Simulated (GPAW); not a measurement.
# Ge (Fd-3m) in GPAW: notebook

The runs below take Ge through wannier90, with PBE, RPBE.

Program: GPAW 26.7.0. These are calculated values, not measurements. Logs are shortened: lines on timing, memory, paths and dates and some standing lists are left out, and cuts for length are marked. The log counts tension as positive stress, the text compression.

**Experimental background.**

From “Temperature-dependent photoluminescence in Ge: experiment and theory”, 2020, arxiv:2003.00143, for a bulk crystal of Ge at 0 K: band gap 0.744 eV (indirect).

How close the calculation comes is told below.

### Step 1. The structure

The structure is cubic, space group Fd-3m (No. 227). The conventional cell has a = 5.658 Å, b = 5.658 Å, c = 5.658 Å, α = 90.00°, β = 90.00°, γ = 90.00°. Ge (site symmetry -43m) has 4 Ge at 2.45 Å as nearest neighbours.

### Step 2. Wannier90, PBE

run.py

```python
import json
import numpy as np
import subprocess
from ase import Atoms
from ase.dft.bandgap import bandgap
from ase.io import write
from ase.units import GPa
from gpaw import GPAW, PW
from gpaw.wannier.wannier90 import Wannier90

atoms = Atoms(['Ge', 'Ge'],
              cell=[[0.0, 2.82891, 2.82891],
                    [2.82891, 0.0, 2.82891],
                    [2.82891, 2.82891, 0.0]],
              scaled_positions=[[0.75, 0.75, 0.75],
                                [0.5, 0.5, 0.5]],
              pbc=True)

calc = GPAW(mode=PW(330),
            xc='PBE',
            kpts={'size': (8, 8, 8), 'gamma': True},
            occupations={'name': 'fermi-dirac', 'width': 0.05},
            nbands=11,
            convergence={'density': 1e-05, 'energy': 1e-05},
            maxiter=100,
            txt='gpaw.txt')
atoms.calc = calc
energy = atoms.get_potential_energy()
forces = atoms.get_forces()
stress = atoms.get_stress()
calc.write('gs.gpw')
write('result.traj', atoms)
print(f'Energy: {energy:.6f} eV')
print('Forces (eV/A):')
print(forces.round(4))
print('Stress (GPa):', (stress / GPa).round(3))
print('Fermi level:', round(calc.get_fermi_level(), 4), 'eV')
print(f'Gap: {bandgap(calc)[0]:.4f} eV, direct: {bandgap(calc, direct=True)[0]:.4f} eV')

nwann = sum(2 * l + 1 for setup in calc.setups for n, l in zip(setup.n_j, setup.l_j) if n > 0)
nbands = nwann + 8
full = calc.fixed_density(kpts={'size': (4, 4, 4), 'gamma': True}, symmetry='off', nbands=nbands + 6,
                          convergence={'bands': nbands, 'eigenstates': 1e-7}, txt='full.txt')
frozen = min(1.0, full.eigenvalues()[0, :, nwann].min() - full.get_fermi_level() - 0.01)  # at most nwann bands inside
w90 = Wannier90(full, seed='w90', bands=range(nbands), spin=0)
w90.write_input(num_iter=500, dis_num_iter=500, dis_froz_max=frozen, search_shells=40)
subprocess.run(['wannier90.x', '-pp', 'w90'], check=True)
w90.write_projections()
w90.write_eigenvalues()
w90.write_overlaps()
subprocess.run(['wannier90.x', 'w90'], check=True)

words = open('w90_hr.dat').read().split('\n', 1)[1].split()
nr = int(words[1])
degeneracy = np.array(words[2:2 + nr], float)
hr = np.array(words[2 + nr:], float).reshape((nr, nwann, nwann, 7))
R, H = hr[:, 0, 0, :3], (hr[..., 5] + 1j * hr[..., 6]) / degeneracy[:, None, None]
path = atoms.cell.bandpath('GXWKGLUWLK,UX', npoints=40, eps=1e-4)
interp = np.array([np.linalg.eigvalsh(np.einsum('r,rji->ij', np.exp(2j * np.pi * R @ k), H)) for k in path.kpts])
exact = calc.fixed_density(kpts=path, symmetry='off', nbands=nwann + 6, convergence={'bands': nwann, 'eigenstates': 1e-7},
                           txt='bands.txt').band_structure().energies[0, :, :nwann]
print(f'Frozen window up to {frozen:.3f} eV over the Fermi level')
window = exact < calc.get_fermi_level() + frozen
miss = abs(interp - exact)[window]
print(f'{nwann} functions; bands in the frozen window, Wannier less DFT: mean {miss.mean():.4f} eV, largest {miss.max():.4f} eV')
json.dump({'interp': interp.tolist(), 'exact': exact.tolist(), 'kpts': path.kpts.tolist(), 'miss': [miss.mean(), miss.max()],
           'onsite': H[abs(R).sum(1).argmin()].diagonal().real.tolist()}, open('wannier.json', 'w'))
```

Potentials or basis: GPAW PAW data sets (gpaw-data 1.2.1), pw.

Command:

```
$ OMP_NUM_THREADS=1 python run.py
```

gpaw.txt:

```text
__  _  _
 | _ |_)|_||  |
 |__||  | ||/\| - 26.7.0

Input parameters:
  mode=PW(ecut=330.0),
  convergence={'density': 1e-05, 'energy': 1e-05},
  kpts=MonkhorstPack(size=(8, 8, 8), gamma=True),
  maxiter=100,
  nbands=11,
  occupations=Occupations(name='fermi-dirac', width=0.05),
  xc=XC(name='PBE')

Diagonalizing LCAO Hamiltonian
Converting LCAO to pw mode

           Ge

       Ge

Atoms  # Å, Bohr magnetons
|   | symbol |        x |        y |        z |    initial magnetic moments |
|---|--------|----------|----------|----------|-----------------------------|
| 0 |     Ge | 4.243365 | 4.243365 | 4.243365 | ( 0.0000,  0.0000,  0.0000) |
| 1 |     Ge | 2.828910 | 2.828910 | 2.828910 | ( 0.0000,  0.0000,  0.0000) |

Unit cell  # Å
| periodic |        x |        y |        z |  lengths |    angles |
|----------|----------|----------|----------|----------|-----------|
|      yes | 0.000000 | 2.828910 | 2.828910 | 4.000683 | 60.000000 |
|      yes | 2.828910 | 0.000000 | 2.828910 | 4.000683 | 60.000000 |
|      yes | 2.828910 | 2.828910 | 0.000000 | 4.000683 | 60.000000 |

Number of symmetries: 24
Symmetry operations  # r_c * U_cc + t_c -> r_c
|    | kind |            matrix            |
|----|------|------------------------------|
|  0 |  E   |  1, 0, 0,  0, 1, 0,  0, 0, 1 |
|  1 |  σ   |  1, 0, 0,  0, 0, 1,  0, 1, 0 |
|  2 |  σ   |  1, 0,-1,  0, 1,-1,  0, 0,-1 |
|  3 |  C3  |  1, 0,-1,  0, 0,-1,  0, 1,-1 |
|  4 |  C3  |  1,-1, 0,  0,-1, 1,  0,-1, 0 |
|  5 |  σ   |  1,-1, 0,  0,-1, 0,  0,-1, 1 |
|  6 |  σ   |  0, 1, 0,  1, 0, 0,  0, 0, 1 |
|  7 |  C3  |  0, 1, 0,  0, 0, 1,  1, 0, 0 |
|  8 |  C2  |  0, 1,-1,  1, 0,-1,  0, 0,-1 |
|  9 |  S4  |  0, 1,-1,  0, 0,-1,  1, 0,-1 |
| 10 |  C3  |  0, 0, 1,  1, 0, 0,  0, 1, 0 |
| 11 |  σ   |  0, 0, 1,  0, 1, 0,  1, 0, 0 |
| 12 |  S4  |  0, 0,-1,  1, 0,-1,  0, 1,-1 |
| 13 |  C3  |  0, 0,-1,  0, 1,-1,  1, 0,-1 |
| 14 |  S4  |  0,-1, 1,  1,-1, 0,  0,-1, 0 |
| 15 |  C2  |  0,-1, 1,  0,-1, 0,  1,-1, 0 |
| 16 |  C3  |  0,-1, 0,  1,-1, 0,  0,-1, 1 |
| 17 |  S4  |  0,-1, 0,  0,-1, 1,  1,-1, 0 |
| 18 |  S4  | -1, 1, 0, -1, 0, 1, -1, 0, 0 |
| 19 |  C3  | -1, 1, 0, -1, 0, 0, -1, 0, 1 |
| 20 |  C3  | -1, 0, 1, -1, 1, 0, -1, 0, 0 |
| 21 |  S4  | -1, 0, 1, -1, 0, 0, -1, 1, 0 |
| 22 |  σ   | -1, 0, 0, -1, 1, 0, -1, 0, 1 |
| 23 |  C2  | -1, 0, 0, -1, 0, 1, -1, 1, 0 |

BZ-sampling:
  Number of BZ points: 512
  Number of IBZ points: 29

  Monkhorst-Pack size: [8, 8, 8]
  Monkhorst-Pack shift: [0.0625, 0.0625, 0.0625]

K-points  # in reciprocal-cell coordinates
|     |                                coordinates |     weight |
|-----|--------------------------------------------|------------|
|   0 | (  0.00000000,   0.00000000,   0.00000000) | 0.00195312 |
|   1 | (  0.12500000,   0.12500000,   0.00000000) | 0.01171875 |
|   2 | (  0.12500000,   0.12500000,   0.12500000) | 0.01562500 |
|   3 | (  0.25000000,   0.12500000,   0.12500000) | 0.02343750 |
|   4 | (  0.25000000,   0.25000000,   0.00000000) | 0.01171875 |
|   5 | (  0.25000000,   0.25000000,   0.12500000) | 0.04687500 |
|   6 | (  0.25000000,   0.25000000,   0.25000000) | 0.01562500 |
|   7 | (  0.37500000,   0.25000000,  -0.37500000) | 0.04687500 |
|   8 | (  0.37500000,   0.25000000,   0.12500000) | 0.04687500 |
|   9 | (  0.37500000,   0.25000000,   0.25000000) | 0.04687500 |
| ... |                                            |            |
|  28 | (  0.50000000,   0.50000000,   0.50000000) | 0.00781250 |

Plane wave coefficients: 636
Cutoff: 330.0 eV

Spin-components: 1 (collinear spins)
Bands:           11
Projectors:      10
Spin-degeneracy: 2
Datatype:        complex128

Parallelization:
  kpt:    1
  domain: 1
  band:   1

Density:
  Valence electrons: 8.0
  Components: 1
  Grid points: [18 18 18]
  Charge: 0.0  # |e|

Potential:
  Grid points: [18 18 18]

species:
  Ge:
    name:    Germanium
    Z:       32.0
    valence: 4
    core:    28
    charge:  0.0  # [|e|]
    compensation charges:
      type: gauss
      rc: 0.32  # [Å]
      lmax: 2
    cutoffs:
      filter: 1.77  # [Å]
      core: 3.42  # [Å]
    projectors
    | kind |    occ | energy [eV] | rcut [Å] |
    |------|--------|-------------|----------|
    |   4s |  2.000 |     -11.726 |    1.005 |
    |   4p |  2.000 |      -3.896 |    1.005 |
    |    s |        |      15.485 |    1.005 |
    |    p |        |      23.315 |    1.005 |
    |    d |        |       0.000 |    1.005 |

    Using partial waves for Ge as LCAO basis

Reference energy: -114195.275705  # eV

eigensolver:
  PPCG
  Converge bands: occupied
  niter=2

density mixing:
  MSR1-Mixer
  Pratt-step length: 0.05
  Maximum mixing coefficient: 0.75
  Old densities: 10
  SVD Regularization: 0.005
  Good broyden scale: 1.0
  Trust region scale: 1.0
  Backstep threshold: 4.0
  History deletion threshold: 6.0
  Fourier metric: weight=20.0, sigma=0.015

occupation numbers:
  Fermi-Dirac:
    width: 0.0500  # eV

poisson solver:
  ecut: 2640.0  # eV

xc functional:
  name: PBE with 2 nearest neighbor stencil

convergence criteria:
- Maximum integral of absolute [dens]ity change: 1e-05 electrons / valence electron
- Maximum [total energy] change in last 3 cyles: 1e-05 eV / valence electron
- Maximum integral of absolute [eigenst]ate change: 4e-08 eV^2 / valence electron
maximum number of iterations: 100

SCF iterations
|iter     | |      energy | eigst |  dens |
|---------|-|-------------|-------|-------|
|iter:   1| |   -9.021087 | -0.47 |       |
|iter:   2| |   -9.018347 | -2.72 | -0.91 |
|iter:   3| |   -8.987603 | -2.70 | -0.93 |
|iter:   4| |   -8.987605 | -3.59 | -1.53 |
|iter:   5| |   -8.987695 | -5.26 | -2.49 |
|iter:   6| |   -8.987702 | -6.81 | -3.17 |
|iter:   7| |   -8.987703c| -7.96c| -3.77 |
|iter:   8| |   -8.987703c| -8.49c| -5.08c|

Converged in 8 steps
Energy contributions relative to reference atoms: (reference = -114195.275705)

Energy contributions:
  Kinetic:          26.279365
  Coulomb:         -23.422357
  Zero:             -0.019337
  External:          0.000000
  Xc:              -11.825038
  Entropy:          -0.000670
  Spinorbit:         0.000000
  ----------------------------
  Free energy:      -8.988038
  Extrapolated:     -8.987703

dipole moment: (3.710120, 3.710120, 3.710120)  # |e|*Ang

Fermi level: 6.045
Eigenvalues  # (at kpt = [0.000, 0.000, 0.000])
| band index |      eig [eV] | occ [0-2] |
|------------|---------------|-----------|
|          0 |        -6.777 |     2.000 |
|          1 |         5.980 |     1.571 |
|          2 |         5.980 |     1.571 |
|          3 |         5.980 |     1.571 |
|          4 |         6.071 |     0.745 |
|          5 |         8.539 |     0.000 |
|          6 |         8.539 |     0.000 |
|          7 |         8.539 |     0.000 |
|          8 |        12.429 |     0.000 |
|          9 |        15.368 |     0.000 |
|         10 |        15.368 |     0.000 |

Gap: 0.091 eV
Transition (v -> c):
  (s=0, k=0, n=3, [0.00, 0.00, 0.00]) -> (s=0, k=0, n=4, [0.00, 0.00, 0.00])
No difference between direct/indirect transitions

Forces  # eV/Ang
|        x |        y |        z |
|----------|----------|----------|
| -0.00000 | -0.00000 | -0.00000 |  # Ge   0
|  0.00000 | -0.00000 |  0.00000 |  # Ge   1

Stress tensor  # eV/Ang^3
|         x |         y |         z |
|-----------|-----------|-----------|
| -0.024799 | -0.000000 |  0.000000 |
| -0.000000 | -0.024799 |  0.000000 |
|  0.000000 |  0.000000 | -0.024799 |

# Writing to gs.gpw (mode='')
```

Run time: 22 s. Hardware: 1 thread of AMD EPYC 7B13 (Zen 3), shared host; peak memory 0.25 GiB.

These settings aren't checked as converged: the numbers below hold their error.

Results:

| Item | Value |
| --- | --- |
| Free energy | -8.9880 eV |
| Pressure | 4.0 GPa |
| Band gap on the k mesh | 0.09 eV, direct |
| Band gap along the path | 0.09 eV, direct |
| Total Wannier spread | 10.72 Å² over 8 functions |

Caveat: the cutoff is short for stress and forces, so pressures can be off by a GPa or more.

### Step 3. Wannier90, RPBE

Changes to run.py since step 2:

```diff
@@ -3,5 +3,5 @@
 import subprocess
-from ase import Atoms
 from ase.dft.bandgap import bandgap
 from ase.io import write
+from ase.spacegroup import crystal
 from ase.units import GPa
@@ -10,12 +10,11 @@
 
-atoms = Atoms(['Ge', 'Ge'],
-              cell=[[0.0, 2.82891, 2.82891],
-                    [2.82891, 0.0, 2.82891],
-                    [2.82891, 2.82891, 0.0]],
-              scaled_positions=[[0.75, 0.75, 0.75],
-                                [0.5, 0.5, 0.5]],
-              pbc=True)
+# Ge 8a
+atoms = crystal(['Ge'],
+                basis=[[0.25, 0.25, 0.25]],
+                spacegroup=227, setting=1,  # Fd-3m
+                cellpar=[5.65782, 5.65782, 5.65782, 90.0, 90.0, 90.0],
+                primitive_cell=True)
 
-calc = GPAW(mode=PW(330),
-            xc='PBE',
+calc = GPAW(mode=PW(600),
+            xc='RPBE',
             kpts={'size': (8, 8, 8), 'gamma': True},
@@ -24,3 +23,3 @@
             convergence={'density': 1e-05, 'energy': 1e-05},
-            maxiter=100,
+            maxiter=150,
             txt='gpaw.txt')
@@ -40,3 +39,3 @@
 nwann = sum(2 * l + 1 for setup in calc.setups for n, l in zip(setup.n_j, setup.l_j) if n > 0)
-nbands = nwann + 8
+nbands = nwann + 6
 full = calc.fixed_density(kpts={'size': (4, 4, 4), 'gamma': True}, symmetry='off', nbands=nbands + 6,
@@ -45,3 +44,3 @@
 w90 = Wannier90(full, seed='w90', bands=range(nbands), spin=0)
-w90.write_input(num_iter=500, dis_num_iter=500, dis_froz_max=frozen, search_shells=40)
+w90.write_input(num_iter=0, dis_num_iter=500, dis_froz_max=frozen, search_shells=40)
 subprocess.run(['wannier90.x', '-pp', 'w90'], check=True)
```

Potentials or basis: the program's PAW data sets (release 1.2.1) made for this functional, pw.

Command:

```
$ OMP_NUM_THREADS=1 python run.py
```

gpaw.txt:

```text
__  _  _
 | _ |_)|_||  |
 |__||  | ||/\| - 26.7.0

Input parameters:
  mode=PW(ecut=600.0),
  convergence={'density': 1e-05, 'energy': 1e-05},
  kpts=MonkhorstPack(size=(8, 8, 8), gamma=True),
  maxiter=150,
  nbands=11,
  occupations=Occupations(name='fermi-dirac', width=0.05),
  xc=XC(name='RPBE')

Diagonalizing LCAO Hamiltonian
Converting LCAO to pw mode

           Ge

       Ge

Atoms  # Å, Bohr magnetons
|   | symbol |        x |        y |        z |    initial magnetic moments |
|---|--------|----------|----------|----------|-----------------------------|
| 0 |     Ge | 1.414455 | 1.414455 | 1.414455 | ( 0.0000,  0.0000,  0.0000) |
| 1 |     Ge | 0.000000 | 0.000000 | 0.000000 | ( 0.0000,  0.0000,  0.0000) |

Unit cell  # Å
| periodic |        x |        y |        z |  lengths |    angles |
|----------|----------|----------|----------|----------|-----------|
|      yes | 0.000000 | 2.828910 | 2.828910 | 4.000683 | 60.000000 |
|      yes | 2.828910 | 0.000000 | 2.828910 | 4.000683 | 60.000000 |
|      yes | 2.828910 | 2.828910 | 0.000000 | 4.000683 | 60.000000 |

Number of symmetries: 24
Symmetry operations  # r_c * U_cc + t_c -> r_c
|    | kind |            matrix            |
|----|------|------------------------------|
|  0 |  E   |  1, 0, 0,  0, 1, 0,  0, 0, 1 |
|  1 |  σ   |  1, 0, 0,  0, 0, 1,  0, 1, 0 |
|  2 |  σ   |  1, 0,-1,  0, 1,-1,  0, 0,-1 |
|  3 |  C3  |  1, 0,-1,  0, 0,-1,  0, 1,-1 |
|  4 |  C3  |  1,-1, 0,  0,-1, 1,  0,-1, 0 |
|  5 |  σ   |  1,-1, 0,  0,-1, 0,  0,-1, 1 |
|  6 |  σ   |  0, 1, 0,  1, 0, 0,  0, 0, 1 |
|  7 |  C3  |  0, 1, 0,  0, 0, 1,  1, 0, 0 |
[... 111 lines left out ...]
poisson solver:
  ecut: 4800.0  # eV

xc functional:
  name: RPBE with 2 nearest neighbor stencil

convergence criteria:
[... 6 lines left out ...]
|iter     | |      energy | eigst |  dens |
|---------|-|-------------|-------|-------|
|iter:   1| |   -8.289374 | -0.46 |       |
|iter:   2| |   -8.290089 | -2.72 | -0.91 |
|iter:   3| |   -8.287276 | -2.67 | -0.93 |
|iter:   4| |   -8.289978 | -3.46 | -1.51 |
|iter:   5| |   -8.290189 | -5.05 | -2.45 |
|iter:   6| |   -8.290210 | -6.35 | -3.01 |
|iter:   7| |   -8.290211c| -7.67c| -3.78 |
|iter:   8| |   -8.290211c| -7.97c| -4.75 |
|iter:   9| |   -8.290211c| -8.24c| -5.17c|

Converged in 9 steps
Energy contributions relative to reference atoms: (reference = -114207.418677)

Energy contributions:
  Kinetic:          26.363785
  Coulomb:         -23.389192
  Zero:             -0.000034
  External:          0.000000
  Xc:              -11.264564
  Entropy:          -0.000413
  Spinorbit:         0.000000
  ----------------------------
  Free energy:      -8.290418
  Extrapolated:     -8.290211

dipole moment: (-21.630546, -21.630546, -21.630546)  # |e|*Ang

Fermi level: 6.198
Eigenvalues  # (at kpt = [0.000, 0.000, 0.000])
| band index |      eig [eV] | occ [0-2] |
|------------|---------------|-----------|
|          0 |        -6.640 |     2.000 |
|          1 |         6.087 |     1.804 |
|          2 |         6.087 |     1.804 |
|          3 |         6.087 |     1.804 |
|          4 |         6.284 |     0.303 |
|          5 |         8.652 |     0.000 |
|          6 |         8.652 |     0.000 |
|          7 |         8.652 |     0.000 |
|          8 |        12.737 |     0.000 |
|          9 |        15.434 |     0.000 |
|         10 |        15.440 |     0.000 |

Gap: 0.197 eV
Transition (v -> c):
  (s=0, k=0, n=3, [0.00, 0.00, 0.00]) -> (s=0, k=0, n=4, [0.00, 0.00, 0.00])
No difference between direct/indirect transitions

Forces  # eV/Ang
|        x |        y |        z |
|----------|----------|----------|
|  0.00000 | -0.00000 | -0.00000 |  # Ge   0
| -0.00000 |  0.00000 |  0.00000 |  # Ge   1

Stress tensor  # eV/Ang^3
|         x |         y |         z |
|-----------|-----------|-----------|
| -0.035598 | -0.000000 | -0.000000 |
| -0.000000 | -0.035598 |  0.000000 |
| -0.000000 |  0.000000 | -0.035598 |

# Writing to gs.gpw (mode='')
```

stdout:

```text
Energy: -8.290211 eV
Forces (eV/A):
[[ 0. -0. -0.]
 [-0.  0.  0.]]
Stress (GPa): [-5.703 -5.703 -5.703  0.    -0.    -0.   ]
Fermi level: 6.1979 eV
Gap: 0.1971 eV, direct: 0.1971 eV
Frozen window up to 1.000 eV over the Fermi level
8 functions; bands in the frozen window, Wannier less DFT: mean 0.0616 eV, largest 0.4554 eV
```

bands.txt:

```text
Diagonalizing LCAO Hamiltonian
Converting LCAO to pw mode
convergence criteria:
- Maximum integral of absolute [eigenst]ate change: 1e-07 eV^2 / valence electron
maximum number of iterations: 150

SCF iterations
|iter     | |      energy | eigst |  dens |
|---------|-|-------------|-------|-------|
|iter:   1| |             | +0.82 |       |
|iter:   2| |             | -1.01 |       |
|iter:   3| |             | -3.65 |       |
|iter:   4| |             | -5.49 |       |
|iter:   5| |             | -7.41c|       |
SCF steps: 5
  __  _  _
 | _ |_)|_||  |
 |__||  | ||/\| - 26.7.0

Input parameters:
  mode=PW(ecut=600.0),
  convergence={'bands': 8, 'eigenstates': 1e-07},
  gpts=array([24, 24, 24]),
  kpts=KPoints(kpts=array([[0.        , 0.        , 0.        ],
         [0.1       , 0.        , 0.1       ],
         [0.2       , 0.        , 0.2       ],
         [0.3       , 0.        , 0.3       ],
         [0.4       , 0.        , 0.4       ],
         [0.5       , 0.        , 0.5       ],
         [0.5       , 0.125     , 0.625     ],
[... 28 lines left out ...]
         [0.375     , 0.375     , 0.75      ],
         [0.625     , 0.25      , 0.625     ],
         [0.58333333, 0.16666667, 0.58333333],
         [0.54166667, 0.08333333, 0.54166667],
         [0.5       , 0.        , 0.5       ]])),
  maxiter=150,
  nbands=14,
  occupations=Occupations(name='fermi-dirac', width=0.05),
  symmetry=Symmetry(point_group=False, time_reversal=False),
  xc=XC(name='RPBE')
```

It took 32 s on 1 thread of AMD EPYC 7B13 (Zen 3), shared host; peak memory 0.4 GiB.

Results:

* Free energy: -8.2904 eV
* Pressure: 5.7 GPa
* Band gap on the k mesh: 0.20 eV, direct
* Band gap along the path: 0.20 eV, direct
* Total Wannier spread: 15.44 Å² over 8 functions

Levels at the corners of the path, in eV from the valence-band top:
```csv
point,band 2,band 3,band 4,band 5,band 6,band 7
Γ,0.00,0.00,0.00,0.20,2.56,2.56
X,-8.85,-3.07,-3.07,0.82,0.82,9.57
W,-8.76,-3.89,-3.89,4.39,4.39,4.78
K,-8.26,-4.32,-2.63,1.22,4.15,7.31
Γ,0.00,0.00,0.00,0.20,2.56,2.56
L,-7.56,-1.41,-1.41,0.28,3.76,3.76
U,-8.26,-4.32,-2.63,1.22,4.15,7.31
W,-8.76,-3.89,-3.89,4.39,4.39,4.78
L,-7.56,-1.41,-1.41,0.28,3.76,3.76
K,-8.26,-4.32,-2.63,1.22,4.15,7.31
U,-8.26,-4.32,-2.63,1.22,4.15,7.31
X,-8.85,-3.07,-3.07,0.82,0.82,9.57
```

Wannier centres (Å) and spreads (Å²):
| function | x | y | z | spread |
| --- | --- | --- | --- | --- |
| 1 | 1.414 | 1.414 | 1.414 | 1.486 |
| 2 | 1.414 | 1.414 | 1.414 | 2.078 |
| 3 | 1.414 | 1.414 | 1.414 | 2.078 |
| 4 | 1.414 | 1.414 | 1.414 | 2.078 |
| 5 | 0.000 | 0.000 | 0.000 | 1.486 |
| 6 | 0.000 | 0.000 | 0.000 | 2.078 |
| 7 | 0.000 | 0.000 | 0.000 | 2.078 |
| 8 | 0.000 | 0.000 | 0.000 | 2.078 |

Caveat: the Wannier interpolation is poor.

### Step 4. For comparison

An earlier run on the cell as given: functional PBE; potentials or basis GPAW PAW data sets (gpaw-data 1.2.1); cutoff 600 eV; basis pw; k mesh 8 × 8 × 8; occupations fermi-dirac, width 0.05 eV; no spin polarisation.

- Pressure: 3.9 GPa
- Band gap on the k mesh: 0.09 eV, direct

### Step 5. Comparison with measurements

Step 3. Against the measured gap of Ge, 0.744 eV (indirect; 0 K; “Temperature-dependent photoluminescence in Ge: experiment and theory”, 2020, arxiv:2003.00143), the calculated 0.20 eV is off by -0.55 eV. 3 values of this kind are on record (0.666 to 0.807 eV); this one was drawn at random among those near their median. Spin-orbit coupling on Ge is left out. The value is that of RPBE, without temperature or zero-point motion. Semilocal functionals fall short of measured gaps as a rule.
